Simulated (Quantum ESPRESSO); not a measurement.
**Ir under changes of volume**

One of the cells (14.627 Å³/atom); the others are scaled copies at fixed shape and fractional positions:

```xyz
2
Lattice="2.7514 0.0000 0.0000 -1.3757 2.3828 0.0000 0.0000 0.0000 4.4623" Properties=species:S:1:pos:R:3 pbc="T T T"
Ir    0.0000    1.5885    1.1156
Ir    1.3757    0.7943    3.3467
```

This isn't the form of Ir at room conditions, which is fcc.

* Program: Quantum ESPRESSO 7.5
* Functional: r2SCAN
* Potentials or basis: SG15 PBE 1.2
* Cutoff: 925 eV
* Density cutoff: 3701 eV
* k mesh: 7 × 7 × 4
* Occupations: fermi-dirac, width 0.05 eV
* Spin: no spin polarisation

```tsv
volume (Å³/atom)	energy over the lowest point (meV/atom)	pressure (GPa)
13.749	16.48	13.3
14.042	?	?
14.335	0.00	-3.6
14.627	13.11	-10.6
14.920	38.26	-16.8
15.212	74.02	-22.2
15.505	119.10	-27.0
```

**Question.** What does the run at 14.042 Å³/atom give?

**Answer.** Energy over the lowest point 0.52 meV/atom; pressure 4.4 GPa.

Worked out: A Birch-Murnaghan fit of order 3 (a polynomial in V^(-2/3)) to the other rows has its minimum at 14.20 Å³/atom with B0 = V·E''(V) = 384 GPa and B' = 5.1 at fixed shape and positions, which overstates the stiffness. It gives 0.48 meV/atom at 14.042 Å³/atom, against the run's 0.52, and -dE/dV = 4.3 GPa, against 4.4.

Energies are extrapolated to zero smearing.

Caveats: all runs use coarse meshes; the potentials were made for another functional, which shifts forces and pressure.
